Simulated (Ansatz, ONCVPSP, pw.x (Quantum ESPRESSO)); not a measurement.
# What a changed setting does to a pw.x run (fcc Cl)

Potential: optimised norm-conserving Vanderbilt (ONCV), ONCVPSP 4.0.1.1 (patched build), PBE; core [Ne], reference 3s2 3p5; waves: 3s: rc 1.20 bohr, ncon 5, nbas 10, qcut 5.3 1/bohr, local; 3p: rc 1.25 bohr, ncon 4, nbas 7, qcut 7.3 1/bohr, 2 projectors, debl 0.8 Ha; d scattering state at 0.35 Ha: rc 1.35 bohr, ncon 3, nbas 6, qcut 6.1 1/bohr, 1 projector; local part: the s channel; core correction: none.

The reference run (k-mesh 13³, cutoffs 135/540 Ry, Fermi–Dirac 0.01 Ry, mixing_beta 0.4, conv_thr 1e-9, no spin) gives -0.09 GPa at 21.767 Å³/atom, where all-electron LAPW gives -0.06 GPa. This run, with its own iteration cap, changes mixing_mode to TF.

```
&control
  calculation='scf', prefix='x', pseudo_dir='./', outdir='./tmp', tstress=.true., disk_io='none'
/
&system
  ibrav=0, nat=1, ntyp=1, ecutwfc=135, ecutrho=540, nbnd=11,
  occupations='smearing', smearing='fd', degauss=0.01
/
&electrons
  conv_thr=1e-09, mixing_beta=0.4, electron_maxstep=50, mixing_mode='TF'
/
ATOMIC_SPECIES
Cl 1.0 Cl.UPF
CELL_PARAMETERS angstrom
  0.00000000 2.21610089 2.21610089
  2.21610089 0.00000000 2.21610089
  2.21610089 2.21610089 0.00000000
ATOMIC_POSITIONS crystal
Cl 0.0000 0.0000 0.0000
K_POINTS automatic
13 13 13 0 0 0
```

```bash
pw.x < Cl.scf.in > Cl.scf.out
```

Task: How does the run end?

Result: It converges in 7 iterations; the free energy moves by +0.0 meV/atom and the pressure by +0.00 GPa. The result is that of the reference run.

```
Message from routine setup:
     using ibrav=0 with symmetry is DISCOURAGED, use correct ibrav instead
     lattice parameter (alat)  =       5.9225  a.u.
     unit-cell volume          =     146.8910 (a.u.)^3
     number of electrons       =         7.00
     number of Kohn-Sham states=           11
     kinetic-energy cutoff     =     135.0000  Ry
     charge density cutoff     =     540.0000  Ry
     scf convergence threshold =      1.0E-09
     Exchange-correlation= PBE
     number of k points=    84  Fermi-Dirac smearing, width (Ry)=  0.0100
     iteration #  1     ecut=   135.00 Ry     beta= 0.40
     c_bands:  1 eigenvalues not converged
     c_bands:  1 eigenvalues not converged
     c_bands:  1 eigenvalues not converged
     [... 8 repeated lines left out ...]
     total energy              =     -29.90868469 Ry
     estimated scf accuracy    <       0.00017382 Ry
     iteration #  2     ecut=   135.00 Ry     beta= 0.40
     total energy              =     -29.90868141 Ry
     estimated scf accuracy    <       0.00007520 Ry
     iteration #  3     ecut=   135.00 Ry     beta= 0.40
     total energy              =     -29.90869516 Ry
     estimated scf accuracy    <       0.00000114 Ry
     iteration #  4     ecut=   135.00 Ry     beta= 0.40
     total energy              =     -29.90869553 Ry
     estimated scf accuracy    <       0.00000007 Ry
     iteration #  5     ecut=   135.00 Ry     beta= 0.40
     total energy              =     -29.90869559 Ry
     estimated scf accuracy    <       0.00000006 Ry
     iteration #  6     ecut=   135.00 Ry     beta= 0.40
     total energy              =     -29.90869560 Ry
     estimated scf accuracy    <          1.6E-09 Ry
     iteration #  7     ecut=   135.00 Ry     beta= 0.40
     the Fermi energy is     2.8276 ev
!    total energy              =     -29.90869560 Ry
     estimated scf accuracy    <          3.5E-11 Ry
     smearing contrib. (-TS)   =      -0.00832256 Ry
     The total energy is F=E-TS. E is the sum of the following terms:
     one-electron contribution =      -0.97571348 Ry
     hartree contribution      =       3.57495486 Ry
     xc contribution           =      -5.67682349 Ry
     ewald contribution        =     -26.82279093 Ry
     convergence has been achieved in   7 iterations
          total   stress  (Ry/bohr**3)                   (kbar)     P=       -0.87
     Message from routine punch:
     Nothing written, as per user request (disk_io='none')
```

The run took about 2.1 min on one core of a shared host (Neoverse-N1, 64 threads, 124 GiB, load 52).
